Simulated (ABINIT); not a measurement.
# BP (F-43m): G0W0 with ABINIT, start to end, part 2 of 3

Aim: the G0W0 gap of BP (F-43m) on PBE, step by step.

ABINIT 10.8.3; PBE and many-body steps on it, plane waves. Known limits of the many-body steps: not at the basis limit.

So far. Step 2 (Ground state): The gap is indirect, with the least direct gap 2.13 eV higher.

### Step 3. Bands along the symmetry lines

Level of this step: DFT, PBE, plane waves, norm-conserving pseudopotentials (ABINIT).

Levels along a band path, at the cheap level, show where the edges lie and whether the meshes to come will hold them.

Contents of run.abi:

```
acell 3*1.0 Angstrom
rprim 
  0.000000000000 2.269000000000 2.269000000000
  2.269000000000 0.000000000000 2.269000000000
  2.269000000000 2.269000000000 0.000000000000
ntypat 2
znucl 5 15
natom 2
typat 1 2
xred 
  0.000000000000 0.000000000000 0.000000000000
  0.250000000000 0.250000000000 0.250000000000
pp_dirpath "pseudos"
pseudos "B.upf, P.upf"
ecut 34
iscf -2
irdden 1
kptopt 0
nkpt 50
kpt 
  0.00000000 0.00000000 0.00000000
  -0.06250000 -0.06250000 0.00000000
  -0.12500000 -0.12500000 0.00000000
  -0.18750000 -0.18750000 0.00000000
  -0.25000000 -0.25000000 0.00000000
  -0.31250000 -0.31250000 0.00000000
  -0.37500000 -0.37500000 0.00000000
  -0.43750000 -0.43750000 0.00000000
  -0.50000000 -0.50000000 0.00000000
  -0.48437500 -0.48437500 0.03125000
  -0.46875000 -0.46875000 0.06250000
  -0.45312500 -0.45312500 0.09375000
  -0.43750000 -0.43750000 0.12500000
  -0.42187500 -0.42187500 0.15625000
  -0.40625000 -0.40625000 0.18750000
  -0.39062500 -0.39062500 0.21875000
  -0.37500000 -0.37500000 0.25000000
  -0.37500000 0.00000000 0.37500000
  -0.32812500 0.00000000 0.32812500
  -0.28125000 0.00000000 0.28125000
  -0.23437500 0.00000000 0.23437500
  -0.18750000 0.00000000 0.18750000
  -0.14062500 0.00000000 0.14062500
  -0.09375000 0.00000000 0.09375000
  -0.04687500 0.00000000 0.04687500
  0.00000000 0.00000000 0.00000000
  0.00000000 0.00000000 0.06250000
  0.00000000 0.00000000 0.12500000
  0.00000000 0.00000000 0.18750000
  0.00000000 0.00000000 0.25000000
  0.00000000 0.00000000 0.31250000
  0.00000000 0.00000000 0.37500000
  0.00000000 0.00000000 0.43750000
  0.00000000 0.00000000 0.50000000
  -0.06250000 -0.03125000 0.46875000
  -0.12500000 -0.06250000 0.43750000
  -0.18750000 -0.09375000 0.40625000
  -0.25000000 -0.12500000 0.37500000
  -0.31250000 -0.15625000 0.34375000
  -0.37500000 -0.18750000 0.31250000
  -0.43750000 -0.21875000 0.28125000
  -0.50000000 -0.25000000 0.25000000
  -0.50000000 -0.28125000 0.21875000
  -0.50000000 -0.31250000 0.18750000
  -0.50000000 -0.34375000 0.15625000
  -0.50000000 -0.37500000 0.12500000
  -0.50000000 -0.40625000 0.09375000
  -0.50000000 -0.43750000 0.06250000
  -0.50000000 -0.46875000 0.03125000
  -0.50000000 -0.50000000 0.00000000
istwfk *1
nband 11
nbdbuf 2
tolwfr 1e-08
nstep 40
prtwf 0
prtvol 0
indata_prefix "in"
outdata_prefix "out"
tmpdata_prefix "tmp"
```

The run is started by

```
$ OMP_NUM_THREADS=1 mpirun -n 4 abinit run.abi > log
```

Numbers of over 12 decimals in the logs are rounded to 6 here.

Log:

```text
.Version 10.8.3 of ABINIT. v10.8.2 released Aug 2026.

 Symmetries : space group F-4 3 m (#216); Bravais cF (face-center cubic)
[... echo of the input left out ...]
== DATASET  1 ==================================================================
-   mpi_nproc: 4, omp_nthreads: 1 (-1 if OMP is not activated)

--- !DatasetInfo
iteration_state: {dtset: 1, }
dimensions: {natom: 2, nkpt: 50, mband: 11, nsppol: 1, nspinor: 1, nspden: 1, mpw: 1524, }
cutoff_energies: {ecut:  34.0, pawecutdg:  -1.0, }
electrons: {nelect:   8.00000000E+00, charge:   0.00000000E+00, occopt:   1.00000000E+00, tsmear:   1.00000000E-02, }

 Real(R)+Recip(G) space primitive vectors, cartesian coordinates (Bohr,Bohr^-1):
 R(1)=  0.0000000  4.2877886  4.2877886  G(1)= -0.1166102  0.1166102  0.1166102
 R(2)=  4.2877886  0.0000000  4.2877886  G(2)=  0.1166102 -0.1166102  0.1166102
 R(3)=  4.2877886  4.2877886  0.0000000  G(3)=  0.1166102  0.1166102 -0.1166102
 Unit cell volume ucvol=  1.5766311E+02 bohr^3
 Angles (23,13,12)=  6.00000000E+01  6.00000000E+01  6.00000000E+01 degrees

 getcut: wavevector=  0.0000  0.0000  0.0000  ngfft=  32  32  32
         ecut(hartree)=     34.000   => boxcut(ratio)=   2.01047

--- Pseudopotential description ------------------------------------------------
- B Generated using ONCVPSP code by D. R. Hamann
-  5.00000   3.00000  171031                  znucl, zion, pspdat
12 -101130 1 -1 1534                          pspcod,pspxc,lmax,lloc,mmax
     nproj     2     2     0
  pspatm : epsatm=    3.38844616
         --- l  ekb(1:nproj) -->
             0    8.382104    1.234201
             1   -3.719492   -0.867526
 pspatm: atomic psp has been read  and splines computed

- P Generated using ONCVPSP code by D. R. Hamann
- 15.00000   5.00000  171031                  znucl, zion, pspdat
12 -101130 2 -1 1298                          pspcod,pspxc,lmax,lloc,mmax
     nproj     2     2     2
  pspatm : epsatm=    8.05910421
         --- l  ekb(1:nproj) -->
             0    6.598722    1.052341
[...]
pspatm: atomic psp has been read  and splines computed

--------------------------------------------------------------------------------

================================================================================
 prteigrs : about to open file out_EIG
 Non-SCF case, kpt    1 (  0.00000  0.00000  0.00000), residuals and eigenvalues=
  2.07E-09  2.03E-09  2.54E-09  7.57E-09  9.91E-10  7.95E-09  8.75E-09  2.09E-09
[...]
-3.0111E-01  2.6701E-01  2.6701E-01  2.6701E-01  3.9220E-01  3.9220E-01
  3.9220E-01  5.3740E-01  6.9047E-01  7.0970E-01  7.0970E-01
 Non-SCF case, kpt    2 ( -0.06250 -0.06250  0.00000), residuals and eigenvalues=
  4.40E-09  2.39E-09  4.87E-09  9.99E-09  1.46E-09  4.38E-09  3.97E-09  3.31E-09
[...]
-2.9765E-01  2.5282E-01  2.5282E-01  2.5505E-01  3.8534E-01  4.1020E-01
[...]
3.54E-09  2.57E-09  3.37E-09  7.93E-09  3.89E-09  3.70E-09  8.59E-09  5.77E-09
[...]
-2.8732E-01  2.2366E-01  2.2386E-01  2.2386E-01  3.6930E-01  4.5040E-01
  4.5040E-01  5.4631E-01  6.4728E-01  7.2434E-01  7.3398E-01
[...]
Non-SCF case, kpt   49 ( -0.50000 -0.46875  0.03125), residuals and eigenvalues=
[...]
-1.2244E-01 -4.7675E-02  1.1332E-01  1.1345E-01  3.2073E-01  3.3283E-01
  7.0552E-01  7.0931E-01  8.1682E-01  8.6372E-01  9.1210E-01
 Non-SCF case, kpt   50 ( -0.50000 -0.50000  0.00000), residuals and eigenvalues=
[...]
-1.2278E-01 -4.8232E-02  1.1583E-01  1.1583E-01  3.1652E-01  3.2827E-01
  7.1044E-01  7.1044E-01  8.2597E-01  8.7270E-01  9.2368E-01

--- !ResultsGS
iteration_state: {dtset: 1, }
comment   : Summary of ground state results
lattice_vectors:
- [  0.0000000,   4.2877886,   4.2877886, ]
- [  4.2877886,   0.0000000,   4.2877886, ]
- [  4.2877886,   4.2877886,   0.0000000, ]
lattice_lengths: [   6.06385,    6.06385,    6.06385, ]
lattice_angles: [ 60.000,  60.000,  60.000, ] # degrees, (23, 13, 12)
lattice_volume:   1.5766311E+02
convergence: {deltae:  0.000E+00, res2:  0.000E+00, residm:  9.993E-09, diffor:  0.000E+00, }
etotal    :  -9.89670974E+00
entropy   :   0.00000000E+00
fermie    :   2.67006735E-01
cartesian_stress_tensor: null
pressure_GPa: null
xred      :
- [  0.0000E+00,   0.0000E+00,   0.0000E+00,  B]
- [  2.5000E-01,   2.5000E-01,   2.5000E-01,  P]
cartesian_forces: null
force_length_stats: {min: null, max: null, mean: null, }

 Integrated electronic density in atomic spheres:
 ------------------------------------------------
 Atom  Sphere_radius  Integrated_density
[...]
================================================================================

 ----iterations are completed or convergence reached----

 Mean square residual over all n,k,spin=   47.323E-10; max=  99.929E-10
 reduced coordinates (array xred) for    2 atoms
[...]
cartesian coordinates (angstrom) at end:
    1      0.000000     0.000000     0.000000
    2      1.134500     1.134500     1.134500
 length scales=  1.889726125908  1.889726125908  1.889726125908 bohr
              =  1.000000000000  1.000000000000  1.000000000000 angstroms
 prteigrs : about to open file out_EIG
 Eigenvalues (hartree) for nkpt=  50  k points:
 kpt#   1, nband= 11, wtk=  1.00000, kpt=  0.0000  0.0000  0.0000 (reduced coord)
[...]
kpt#   2, nband= 11, wtk=  1.00000, kpt= -0.0625 -0.0625  0.0000 (reduced coord)
[...]
kpt#   3, nband= 11, wtk=  1.00000, kpt= -0.1250 -0.1250  0.0000 (reduced coord)
[...]
kpt#  49, nband= 11, wtk=  1.00000, kpt= -0.5000 -0.4687  0.0313 (reduced coord)
  -0.12244   -0.04767    0.11332    0.11345    0.32073    0.33283    0.70552    0.70931
   0.81682    0.86372    0.91210
 kpt#  50, nband= 11, wtk=  1.00000, kpt= -0.5000 -0.5000  0.0000 (reduced coord)
  -0.12278   -0.04823    0.11583    0.11583    0.31652    0.32827    0.71044    0.71044
   0.82597    0.87270    0.92368

== END DATASET(S) ==============================================================
================================================================================

 -outvars: echo values of variables after computation  --------
            nband          11
             nkpt          50
          spgroup         216
 [... the other variables as echoed above ...]

 Calculation completed.
```

The job ended after 5 s (4 MPI ranks of Intel Xeon Platinum 8488C (Sapphire Rapids), shared host; peak memory 0.27 GiB).

Numbers from this step:

```
gap                        : 1.260 eV
k of the valence top       : 0, 0, 0
k of the conduction bottom : -0.4375, -0.4375, 0
least direct gap           : 3.407 eV
```

The gap is 1.260 eV, −0.020 eV from the run before at this level.

Electronic bands along the path, in eV, zero at the top of the highest filled band; v1 is the highest filled band, c1 the lowest empty one:

```csv
point,v4,v3,v2,v1,c1,c2,c3,c4
Γ,-15.46,0.00,0.00,0.00,3.41,3.41,3.41,7.36
halfway,-13.98,-3.69,-2.73,-2.73,1.82,4.96,7.71,7.71
X,-10.61,-8.58,-4.11,-4.11,1.35,1.67,12.07,12.07
halfway,-10.55,-8.46,-5.05,-3.96,1.65,3.01,11.32,11.62
U,-10.61,-8.16,-6.22,-3.50,2.16,6.00,9.71,10.59
jump to K,-10.61,-8.16,-6.22,-3.50,2.16,6.00,9.71,10.59
halfway,-13.81,-4.91,-3.87,-1.08,4.56,5.09,6.13,8.30
Γ,-15.46,0.00,0.00,0.00,3.41,3.41,3.41,7.36
halfway,-14.35,-4.84,-1.12,-1.12,4.00,4.76,4.76,9.60
L,-12.14,-9.03,-1.76,-1.76,3.78,4.72,4.72,10.13
halfway,-11.48,-8.44,-4.52,-3.11,4.19,5.20,8.29,9.77
W,-10.33,-8.05,-5.67,-5.47,5.33,6.77,7.23,7.45
halfway,-10.48,-8.36,-4.93,-4.86,2.90,3.37,10.21,10.99
X,-10.61,-8.58,-4.11,-4.11,1.35,1.67,12.07,12.07
```

The electronic bands as a text plot (rows in eV, shown from -8.0 to 7.3 only):

```
    6.9 |                   ++++                     +    +
    6.3 |    +            +   +++                       ++
    5.7 |                                           +  +   +
    5.0 |  ++ ++         +      +++         +++++ +++++ +++++
    4.4 |                       +++++      +     +++ +++    +
    3.8 | +     ++      +     ++   +++  +++++++++++++
    3.1 |++            +    ++        ++                     +
    2.5 |  +++    +        +                                  +
    1.9 |     ++   ++++++++                                    ++
    1.2 |       +++++++                                         +
    0.6 |
   -0.1 |**                        ******
   -0.7 | *                      **  *  ****
   -1.3 |  **                   *  **       ****
   -2.0 |    *                **   **    **     *****
   -2.6 |    ***            **   **                 **
   -3.2 |       **        **     **        *          *
   -3.9 |     **  ********      *                    * *        *
   -4.5 |             *                               * *     **
   -5.1 |       **     **     ***           *          * * ***
   -5.8 |                *  **                          ****
   -6.4 |         *       **  **             **
   -7.0 |                   **
   -7.7 |          **      *                   *
         Γ           X  U|K            Γ         L        W     X
```

### Step 4. Empty states on the mesh, 6×6×6 mesh, 140 bands

The sums over transitions need many empty states on a uniform mesh; this step solves for them.

Contents of run.abi:

```
acell 3*1.0 Angstrom
rprim 
  0.000000000000 2.269000000000 2.269000000000
  2.269000000000 0.000000000000 2.269000000000
  2.269000000000 2.269000000000 0.000000000000
ntypat 2
znucl 5 15
natom 2
typat 1 2
xred 
  0.000000000000 0.000000000000 0.000000000000
  0.250000000000 0.250000000000 0.250000000000
pp_dirpath "pseudos"
pseudos "B.upf, P.upf"
ecut 34
ngkpt 6 6 6
nshiftk 1
shiftk 0 0 0
kptopt 1
chksymbreak 0
irdden 1
istwfk *1
nband 140
prtvol 0
optdriver 6
gwr_task "HDIAGO"
paral_kgb 0
occopt 1
indata_prefix "in"
outdata_prefix "out"
tmpdata_prefix "tmp"
```

Log:

```text
[banner, memory and clock lines left out]
.Version 10.8.3 of ABINIT. v10.8.2 released Aug 2026.

 Symmetries : space group F-4 3 m (#216); Bravais cF (face-center cubic)
[... echo of the input left out ...]
== DATASET  1 ==================================================================
-   mpi_nproc: 4, omp_nthreads: 1 (-1 if OMP is not activated)

--- !DatasetInfo
iteration_state: {dtset: 1, }
dimensions: {natom: 2, nkpt: 16, mband: 140, nsppol: 1, nspinor: 1, nspden: 1, mpw: 1524, }
cutoff_energies: {ecut:  34.0, pawecutdg:  -1.0, }
electrons: {nelect:   8.00000000E+00, charge:   0.00000000E+00, occopt:   1.00000000E+00, tsmear:   1.00000000E-02, }

.Using double precision arithmetic; gwpc =  8

- Reading GS density from: in_DEN

--- Pseudopotential description ------------------------------------------------
- B Generated using ONCVPSP code by D. R. Hamann
-  5.00000   3.00000  171031                  znucl, zion, pspdat
12 -101130 1 -1 1534                          pspcod,pspxc,lmax,lloc,mmax
     nproj     2     2     0
  pspatm : epsatm=    3.38844616
         --- l  ekb(1:nproj) -->
             0    8.382104    1.234201
             1   -3.719492   -0.867526
 pspatm: atomic psp has been read  and splines computed

- P Generated using ONCVPSP code by D. R. Hamann
- 15.00000   5.00000  171031                  znucl, zion, pspdat
12 -101130 2 -1 1298                          pspcod,pspxc,lmax,lloc,mmax
     nproj     2     2     2
  pspatm : epsatm=    8.05910421
         --- l  ekb(1:nproj) -->
             0    6.598722    1.052341
             1    3.369366    0.884600
             2   -3.154982   -0.827415
 pspatm: atomic psp has been read  and splines computed

   9.15804030E+01                                ecore*ucvol(ha*bohr**3)

 Total charge density [el/Bohr^3]
)     Maximum=    1.4295E-01  at reduced coord.    0.1563    0.1563    0.5313
)     Minimum=    1.0033E-03  at reduced coord.    0.2500    0.2500    0.2500
   Integrated=    8.0000E+00

 === KS gaps after direct diagonalization ===
 Indirect band gap semiconductor
 Fundamental gap:     1.347 (eV)
   VBM:     7.266 (eV) at k: [ 0.0000E+00,  0.0000E+00,  0.0000E+00]
   CBM:     8.613 (eV) at k: [ 5.0000E-01,  5.0000E-01,  0.0000E+00]
 Direct gap:         3.407 (eV) at k: [ 0.0000E+00,  0.0000E+00,  0.0000E+00]

== END DATASET(S) ==============================================================

 -outvars: echo values of variables after computation  --------
           etotal      0.0000000000E+00
            nband         140
             nkpt          16
          spgroup         216
 [... the other variables as echoed above ...]

 Calculation completed.
```

It took 11 s on 4 MPI ranks; peak memory 0.76 GiB.

Numbers from this step:

| Item | Value |
| --- | --- |
| gap | 1.347 eV |
| k of the valence top | 0, 0, 0 |
| k of the conduction bottom | 0.5, 0.5, 0 |
| least direct gap | 3.407 eV |
| k points computed | 16 |
| lowest point of the top converged band, above the valence top | 159.3454 eV |

On this mesh the gap is 1.347 eV. The earlier step found 1.280 eV, so this mesh misses an edge.

### Step 5. Screening, 6×6×6 mesh, 132 bands, screening to 239.5 eV

The RPA dielectric matrix is built and inverted for each q.

This step: RPA screening on PBE, plane waves, norm-conserving pseudopotentials.

Changes to run.abi since step 4:

```diff
@@ -20,10 +20,11 @@
 chksymbreak 0
-irdden 1
 istwfk *1
-nband 140
-prtvol 0
-optdriver 6
-gwr_task "HDIAGO"
-paral_kgb 0
 occopt 1
+irdwfk 1
+optdriver 3
+nband 132
+ecuteps 8.8
+inclvkb 2
+awtr 1
+symchi 1
 indata_prefix "in"
```

Log:

```text
.Version 10.8.3 of ABINIT. v10.8.2 released Aug 2026.

 Symmetries : space group F-4 3 m (#216); Bravais cF (face-center cubic)
[... echo of the input left out ...]
== DATASET  1 ==================================================================
-   mpi_nproc: 4, omp_nthreads: 1 (-1 if OMP is not activated)

--- !DatasetInfo
iteration_state: {dtset: 1, }
dimensions: {natom: 2, nkpt: 16, mband: 132, nsppol: 1, nspinor: 1, nspden: 1, mpw: 1524, }
cutoff_energies: {ecut:  34.0, pawecutdg:  -1.0, }
electrons: {nelect:   8.00000000E+00, charge:   0.00000000E+00, occopt:   1.00000000E+00, tsmear:   1.00000000E-02, }

 SCREENING: Calculation of the susceptibility and dielectric matrices

 Based on a program developped by R.W. Godby, V. Olevano, G. Onida, and L. Reining.
 Incorporated in ABINIT by V. Olevano, G.-M. Rignanese, and M. Torrent.
.Using double precision arithmetic ; gwpc =  8

[... cell and pseudopotentials left out ...]
--------------------------------------------------------------------------------

 ==== K-mesh for the wavefunctions ====
 Number of points in the irreducible wedge :    16
[... list of points left out ...]
 Together with 24 symmetry operations and time-reversal symmetry
 yields   216 points in the full Brillouin Zone.

 ==== Q-mesh for the screening function ====
 Number of points in the irreducible wedge :    16
[... list of points left out ...]
 Together with 24 symmetry operations and time-reversal symmetry
 yields   216 points in the full Brillouin Zone.

 setmesh: FFT mesh size selected  =    24x   24x   24
          total number of points  =        13824

 vcoul_init : cutoff-mode = AUXILIARY_FUNCTION
 q-points for optical limit:   1
     1)      0.000010    0.000020    0.000030

- screening: taking advantage of time-reversal symmetry
- Maximum band index for partially occupied states nbvw = 4
- Remaining bands to be divided among processors   nbcw = 128
- Number of bands treated by each node ~32

 Number of electrons calculated from density =    8.0000; Expected =    8.0000
 average of density, n =  0.050741
 r_s =    1.6757
 omega_plasma =   21.7288 [eV]

 calculating chi0 at frequencies [eV] :
  1    0.000000E+00    0.000000E+00
  2    0.000000E+00    2.172879E+01

--------------------------------------------------------------------------------
  q-point number  1        q = ( 0.000000, 0.000000, 0.000000) [r.l.u.]
--------------------------------------------------------------------------------
[... chi0 elements left out ...]
 For q-point:  0.000010 0.000020 0.000030
  dielectric constant =   9.7381
  dielectric constant without local fields =  10.6502

  Average fulfillment of the sum rule on Im[epsilon] for q-point    1 :     93.34  [%]
[... wings left out ...]
  q-point number  2        q = ( 0.166667, 0.000000, 0.000000) [r.l.u.]
--------------------------------------------------------------------------------
[... chi0 elements left out ...]
  Average fulfillment of the sum rule on Im[epsilon] for q-point    2 :     95.40  [%]

 [... 14 further q-points ...]
```

Wall time 66 s (4 MPI ranks); peak memory 0.92 GiB.

This step gave:

| Property | Result |
| --- | --- |
| ε∞ with local fields, on this mesh, along the program's q direction | 9.738 |
| the same without local fields | 10.65 |
| plasma frequency | 21.73 eV |
| plane waves in the screening matrix | 181 |

Local fields lower ε∞ by 9 %.

(Part 2 of 3 ends here.)

[Paths, hosts, dates, memory and timing lines, banners, echoed tables and standing remarks are left out of the program output.]

[Logs are printed without paths, hosts, clocks, repeated set-up lines and the standing remarks that a program may print on its own settings, such as how far it seeks lower states.]

[Runs of the session that timed out or met a known fault of the program may be left out.]

[Hosts, paths, dates, database ids (printed as entryN), source tags and the programs' standing remarks are cut or masked in the printed files.]

[G0W0 gaps are taken among the corrected bands and points alone; a level outside them can change the order at an edge.]

[Where Ansatz stands beside ABINIT at settings called matched, ABINIT's density can come from a denser mesh and the files from another edition; pairs whose starting gaps differed by over 0.03 eV were left out, so agreement reads better than it is.]
